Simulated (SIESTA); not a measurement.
Crystal: Ta2N.

```
Ta N
1.0
     3.11286    0.00000    0.00000
    -1.55643    2.69582    0.00000
     0.00000    0.00000    4.86984
Ta N
2 1
Direct
  0.33333 0.66667 0.25471
  0.66667 0.33333 0.74529
  0.00000 0.00000 0.00000
```

The cell comes from a database or a generator and needn't be the stable form of this composition.

Base run:

| Quantity | Value |
| --- | --- |
| Program | SIESTA 5.4.2 |
| Functional | PBE |
| Potentials or basis | PseudoDojo 0.4 standard (PBE files) |
| Basis | DZP (energy shift 0.003 Ry; two zetas on semicore shells) |
| Grid cutoff | 800 Ry |
| Energy shift | 0.003 Ry |
| k mesh | 10 × 10 × 6 |
| Occupations | fermi-dirac, width 0.05 eV |
| Spin | no spin polarisation |

Its results: band gap on the k mesh none (metal or under the smearing width); pressure 1.8 GPa; largest force 0.539 eV/Å.

Problem. The run is repeated on the same cell with these changes: functional from PBE to LDA; potentials or basis from PseudoDojo 0.4 standard (PBE files) to PseudoDojo 0.4 standard (LDA files). What comes out?

Solution. Band gap on the k mesh none (metal or under the smearing width); pressure -12.8 GPa; largest force 0.054 eV/Å.

Caveats: short orbitals over semicore shells can move pressures by several GPa; the basis of atomic orbitals isn't converged, which shifts pressures, moduli and gaps.

Not every run made on this cell is shown here.
